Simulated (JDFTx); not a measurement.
# Nb (Pm-3m) in JDFTx: convergence with k mesh

Aim: find how far k mesh must go before the results for Nb settle, at LDA. This setting moves, with any that are tied to it; all else stays.

Everything below comes from runs of JDFTx 1.7.0 (patched build). Logs are shortened: lines on timing, memory, paths and dates and some standing lists are left out, and cuts for length are marked. The log counts tension as positive stress, the text compression.

### 1 The structure

It takes space group Pm-3m (No. 221, cubic). Conventional cell: a = 2.720 Å, b = 2.720 Å, c = 2.720 Å, α = 90.00°, β = 90.00°, γ = 90.00°. Nb (site symmetry m-3m) is surrounded by 6 Nb at 2.72 Å.

The cell was built by a generator and needn't be a form met in nature.

### 2 With k mesh 2 × 2 × 2

File Nb.in:

```
lattice \
    5.1393747576     0.0000000000     0.0000000000 \
    0.0000000000     5.1393747576     0.0000000000 \
    0.0000000000     0.0000000000     5.1393747576
coords-type Lattice
ion Nb     0.5000000000     0.5000000000     0.5000000000 1

ion-species pseudo/Nb.upf
elec-cutoff 41
elec-ex-corr lda-PW
kpoint-folding 2 2 2
elec-smearing Gauss 0.0018374661
elec-n-bands 12
electronic-SCF nIterations 100 energyDiffThreshold 1e-09
electronic-minimize nIterations 30 energyDiffThreshold 1e-7
converge-empty-states yes
forces-output-coords Cartesian

dump-name run.$VAR
dump End Ecomponents EigStats BandEigs Kpoints Forces Stress
```

Potentials or basis: PseudoDojo-SR-LDA-0.4.1-standard with smoothed tails.

Started as:

```console
$ jdftx -c 1 -i Nb.in -o Nb.out
```

It took 1.9 s on 1 thread of Arm Neoverse V2, shared host; peak memory 0.05 GiB.

What came out:

| Property | Result |
| --- | --- |
| Free energy | -1568.8711 eV |
| Pressure | -25.9 GPa |
| Band gap on the k mesh | none (metal or under the smearing width) |

### 3 With k mesh 3 × 3 × 3

Changes to Nb.in since step 2:

```diff
@@ -10,3 +10,3 @@
 elec-ex-corr lda-PW
-kpoint-folding 2 2 2
+kpoint-folding 3 3 3
 elec-smearing Gauss 0.0018374661
```

Potentials or basis: PseudoDojo-SR-LDA-0.4.1-standard with smoothed tails.

Started as:

```console
$ jdftx -c 1 -i Nb.in -o Nb.out
```

Wall time 1.8 s (1 thread of Arm Neoverse V2, shared host); peak memory 0.05 GiB.

Results:

| Item | Value |
| --- | --- |
| Free energy | -1567.3350 eV |
| Pressure | -24.1 GPa |
| Band gap on the k mesh | none (metal or under the smearing width) |

### 4 With k mesh 4 × 4 × 4

Changes to Nb.in since step 3:

```diff
@@ -10,3 +10,3 @@
 elec-ex-corr lda-PW
-kpoint-folding 3 3 3
+kpoint-folding 4 4 4
 elec-smearing Gauss 0.0018374661
```

Started as:

```console
$ jdftx -c 1 -i Nb.in -o Nb.out
```

Run time: 3.9 s. Hardware: 1 thread of Arm Neoverse V2, shared host; peak memory 0.05 GiB.

Results:

```yaml
Free_energy: -1566.2471 eV
Pressure: -9.9 GPa
Band_gap_on_the_k_mesh: none (metal or under the smearing width)
```

### 5 With k mesh 5 × 5 × 5

Changes to Nb.in since step 4:

```diff
@@ -10,3 +10,3 @@
 elec-ex-corr lda-PW
-kpoint-folding 4 4 4
+kpoint-folding 5 5 5
 elec-smearing Gauss 0.0018374661
```

Started as:

```console
$ jdftx -c 1 -i Nb.in -o Nb.out
```

Wall time 4.3 s (1 thread of Arm Neoverse V2, shared host); peak memory 0.05 GiB.

Results:

- Free energy: -1566.1857 eV
- Pressure: -4.0 GPa
- Band gap on the k mesh: none (metal or under the smearing width)

### 6 With k mesh 6 × 6 × 6

Changes to Nb.in since step 5:

```diff
@@ -10,3 +10,3 @@
 elec-ex-corr lda-PW
-kpoint-folding 5 5 5
+kpoint-folding 6 6 6
 elec-smearing Gauss 0.0018374661
```

Potentials or basis: PseudoDojo-SR-LDA-0.4.1-standard with smoothed tails.

Started as:

```console
$ jdftx -c 1 -i Nb.in -o Nb.out
```

It took 7.7 s on 1 thread of Arm Neoverse V2, shared host; peak memory 0.05 GiB.

The run converged. Its results:

- Free energy: -1566.4878 eV
- Pressure: -5.2 GPa
- Band gap on the k mesh: none (metal or under the smearing width)

### 7 With k mesh 8 × 8 × 8

Changes to Nb.in since step 6:

```diff
@@ -10,3 +10,3 @@
 elec-ex-corr lda-PW
-kpoint-folding 6 6 6
+kpoint-folding 8 8 8
 elec-smearing Gauss 0.0018374661
```

Started as:

```console
$ jdftx -c 1 -i Nb.in -o Nb.out
```

It took 13 s on 1 thread of Arm Neoverse V2, shared host; peak memory 0.06 GiB.

Results (log left out):

```yaml
Free_energy: -1566.5747 eV
Pressure: -9.6 GPa
Band_gap_on_the_k_mesh: none (metal or under the smearing width)
```

### 8 With k mesh 10 × 10 × 10

Changes to Nb.in since step 7:

```diff
@@ -10,3 +10,3 @@
 elec-ex-corr lda-PW
-kpoint-folding 8 8 8
+kpoint-folding 10 10 10
 elec-smearing Gauss 0.0018374661
```

Started as:

```console
$ jdftx -c 1 -i Nb.in -o Nb.out
```

Wall time 21 s (1 thread of Arm Neoverse V2, shared host); peak memory 0.08 GiB.

Results (log left out):

```
Free energy            : -1566.4748 eV
Pressure               : -7.7 GPa
Band gap on the k mesh : none (metal or under the smearing width)
```

### 9 With k mesh 12 × 12 × 12

Changes to Nb.in since step 8:

```diff
@@ -10,3 +10,3 @@
 elec-ex-corr lda-PW
-kpoint-folding 10 10 10
+kpoint-folding 12 12 12
 elec-smearing Gauss 0.0018374661
```

Potentials or basis: PseudoDojo-SR-LDA-0.4.1-standard with smoothed tails.

Started as:

```console
$ jdftx -c 1 -i Nb.in -o Nb.out
```

Log:

```text
*************** JDFTx 1.7.0 (patched build) ***************

Input parsed successfully to the following command list (including defaults):
[... the input with its defaults ...]

---------- Setting up symmetries ----------

Found 48 point-group symmetries of the bravais lattice
Found 48 space-group symmetries with basis
Applied RMS atom displacement 0 bohrs to make symmetries exact.

---------- Initializing the Grid ----------
R =
[      5.13937            0            0  ]
[            0      5.13937            0  ]
[            0            0      5.13937  ]
unit cell volume = 135.747
G =
[    1.22256          0          0  ]
[          0    1.22256          0  ]
[          0          0    1.22256  ]
Minimum fftbox size, Smin = [  32  32  32  ]
Chosen fftbox size, S = [  32  32  32  ]

---------- Exchange Correlation functional ----------
Initalized Slater LDA exchange.
Initalized Perdew-Wang LDA correlation.

---------- Setting up pseudopotentials ----------
Width of ionic core gaussian charges (only for fluid interactions / plotting) set to 0

Reading pseudopotential file 'pseudo/Nb.upf':
  'Nb' pseudopotential, 'SLA  PW   NOGX NOGC' functional
  Generated using ONCVPSP code by D. R. Hamann
  13 valence electrons, 4 orbitals, 6 projectors, 1001 radial grid points, with lMax = 2
    4S    l: 0   occupation:  2.0   eigenvalue: -2.148500
    4P    l: 1   occupation:  6.0   eigenvalue: -1.271948
    4D    l: 2   occupation:  4.0   eigenvalue: -0.117876
    5S    l: 0   occupation:  1.0   eigenvalue: -0.154161
  Core radius for overlap checks: 1.37 bohrs.

Initialized 1 species with 1 total atoms.

Folded 1 k-points by 12x12x12 to 1728 k-points.

---------- Setting up k-points, bands, fillings ----------
Reduced to 84 k-points under symmetry.
Computing the number of bands and number of electrons
Calculating initial fillings.
nElectrons:  13.000000   nBands: 12   nStates: 84

----- Setting up reduced wavefunction bases (one per k-point) -----
average nbasis = 1701.862 , ideal nbasis = 1702.161

---------- Setting up ewald sum ----------
Optimum gaussian width for ewald sums = 2.050314 bohr.
Real space sum over 1331 unit cells with max indices [  5  5  5  ]
Reciprocal space sum over 1331 terms with max indices [  5  5  5  ]

---------- Allocating electronic variables ----------
Initializing wave functions:  linear combination of atomic orbitals
Note: number of bands (12) exceeds available atomic orbitals (10)
Nb pseudo-atom occupations:   s ( 2 2 )  p ( 6 )  d ( 3 )
	FillingsUpdate:  mu: +0.590360397  nElectrons: 13.000000
LCAOMinimize: Iter:   0  F: -57.5485708607205169  |grad|_K:  6.638e-04  alpha:  1.000e+00
	FillingsUpdate:  mu: +0.583840749  nElectrons: 13.000000
LCAOMinimize: Iter:   1  F: -57.5504727373867127  |grad|_K:  1.827e-05  alpha:  7.118e-01  linmin:  4.919e-02  cgtest: -3.495e-01
	FillingsUpdate:  mu: +0.583861302  nElectrons: 13.000000
LCAOMinimize: Iter:   2  F: -57.5504743702107007  |grad|_K:  6.279e-06  alpha:  9.356e-01  linmin: -2.044e-03  cgtest:  3.806e-01
LCAOMinimize: Encountered beta<0, resetting CG.
	FillingsUpdate:  mu: +0.583922442  nElectrons: 13.000000
LCAOMinimize: Iter:   3  F: -57.5504745391380013  |grad|_K:  1.420e-07  alpha:  7.083e-01  linmin:  5.442e-04  cgtest: -6.399e-03
	FillingsUpdate:  mu: +0.583922331  nElectrons: 13.000000
LCAOMinimize: Iter:   4  F: -57.5504745392544947  |grad|_K:  6.001e-09  alpha:  9.818e-01  linmin:  9.068e-02  cgtest: -9.843e-01
LCAOMinimize: Converged (|Delta F|<1.000000e-06 for 2 iters).

-------- Electronic minimization -----------
Will mix electronic density at each iteration.
	FillingsUpdate:  mu: +0.583922331  nElectrons: 13.000000
	FillingsUpdate:  mu: +0.574928117  nElectrons: 13.000000
SCF: Cycle:  0   F: -57.568905848233662   dF: -1.843e-02   |Residual|: 1.621e-02   |deigs|: 1.702e-01
	FillingsUpdate:  mu: +0.573786789  nElectrons: 13.000000
SCF: Cycle:  1   F: -57.569127436377926   dF: -2.216e-04   |Residual|: 8.440e-03   |deigs|: 8.932e-03
	FillingsUpdate:  mu: +0.573016257  nElectrons: 13.000000
SCF: Cycle:  2   F: -57.569141819643015   dF: -1.438e-05   |Residual|: 1.116e-03   |deigs|: 2.165e-03
	FillingsUpdate:  mu: +0.573223365  nElectrons: 13.000000
SCF: Cycle:  3   F: -57.569143163397136   dF: -1.344e-06   |Residual|: 4.075e-04   |deigs|: 6.625e-04
	FillingsUpdate:  mu: +0.573190542  nElectrons: 13.000000
SCF: Cycle:  4   F: -57.569143326013780   dF: -1.626e-07   |Residual|: 1.620e-04   |deigs|: 2.212e-04
	FillingsUpdate:  mu: +0.573168523  nElectrons: 13.000000
SCF: Cycle:  5   F: -57.569143355372894   dF: -2.936e-08   |Residual|: 5.583e-05   |deigs|: 1.382e-04
	FillingsUpdate:  mu: +0.573173739  nElectrons: 13.000000
SCF: Cycle:  6   F: -57.569143362418977   dF: -7.046e-09   |Residual|: 1.259e-05   |deigs|: 1.033e-04
	FillingsUpdate:  mu: +0.573174447  nElectrons: 13.000000
SCF: Cycle:  7   F: -57.569143363868235   dF: -1.449e-09   |Residual|: 1.186e-05   |deigs|: 8.334e-05
	FillingsUpdate:  mu: +0.573174292  nElectrons: 13.000000
SCF: Cycle:  8   F: -57.569143364259745   dF: -3.915e-10   |Residual|: 2.761e-06   |deigs|: 7.420e-05
	FillingsUpdate:  mu: +0.573174601  nElectrons: 13.000000
SCF: Cycle:  9   F: -57.569143364357991   dF: -9.825e-11   |Residual|: 8.117e-06   |deigs|: 8.854e-05
SCF: Converged (|Delta E|<1.000000e-09 for 2 iters).

Setting wave functions to eigenvectors of Hamiltonian
Converging empty states (this may take a while): |deigs|: 5.567e-04

# Stress tensor in Cartesian coordinates [Eh/a0^3]:
[  0.000273463            0            0  ]
[            0  0.000273463            0  ]
[            0            0  0.000273463  ]

# Ionic positions in lattice coordinates:
ion Nb   0.500000000000000   0.500000000000000   0.500000000000000 1

# Forces in Cartesian coordinates:
force Nb   0.000000000000000   0.000000000000000  -0.000000000000000 1

# Energy components:
   Eewald =      -46.6499619747659295
       EH =        8.9497346301659544
     Eloc =      -37.6057702668685749
      Enl =        7.8109259239602240
      Exc =      -13.0090881418774664
 Exc_core =        4.7396131631111640
       KE =       18.1955099732205809
-------------------------------------
     Etot =      -57.5690366930540449
       TS =        0.0001066713039429
-------------------------------------
        F =      -57.5691433643579913

IonicMinimize: Iter:   0  F: -57.569143364357991  |grad|_K:  0.000e+00
IonicMinimize: Converged (|grad|_K<1.000000e-04).

#--- Lowdin population analysis ---
# oxidation-state Nb +0.042

Dumping 'run.eigStats' ...
	eMin: -1.430465 at state 0 ( [ +0.000000 +0.000000 +0.000000 ] spin 0 )
	HOMO: +0.571539 at state 11 ( [ +0.000000 +0.083333 +0.416667 ] spin 0 )
	mu  : +0.573174
	LUMO: +0.574503 at state 4 ( [ +0.000000 +0.000000 +0.333333 ] spin 0 )
	eMax: +1.168533 at state 3 ( [ +0.000000 +0.000000 +0.250000 ] spin 0 )
	HOMO-LUMO gap: +0.002964
	Optical gap  : +0.012080 at state 60 ( [ +0.166667 +0.333333 +0.500000 ] spin 0 )
Done!
```

Wall time 31 s (1 thread of Arm Neoverse V2, shared host); peak memory 0.1 GiB.

What came out:

- Free energy: -1566.5362 eV
- Pressure: -8.0 GPa
- Band gap on the k mesh: none (metal or under the smearing width)

### 10 The series at a glance

```tsv
k mesh	energy less the tightest run, at zero smearing (meV/atom)	pressure (GPa)	SCF cycles	CPU time (s)	peak memory (GiB)
2 × 2 × 2	-2326.74	-25.86	11	1.9	0.05
3 × 3 × 3	-795.22	-24.08	10	1.8	0.05
4 × 4 × 4	301.73	-9.91	10	3.9	0.05
5 × 5 × 5	360.99	-4.02	10	4.3	0.05
6 × 6 × 6	51.83	-5.23	10	7.7	0.05
8 × 8 × 8	-36.34	-9.63	10	13	0.06
10 × 10 × 10	66.53	-7.69	10	21	0.08
12 × 12 × 12	0.00	-8.05	10	31	0.1
```

Not settled before the last step: the energy (to 1 meV/atom), the pressure (to 0.1 GPa). Meshes of other sizes hit other points, so gaps and Fermi surfaces needn't settle smoothly. The tightest run that finished is the yardstick and may itself not be fully converged.
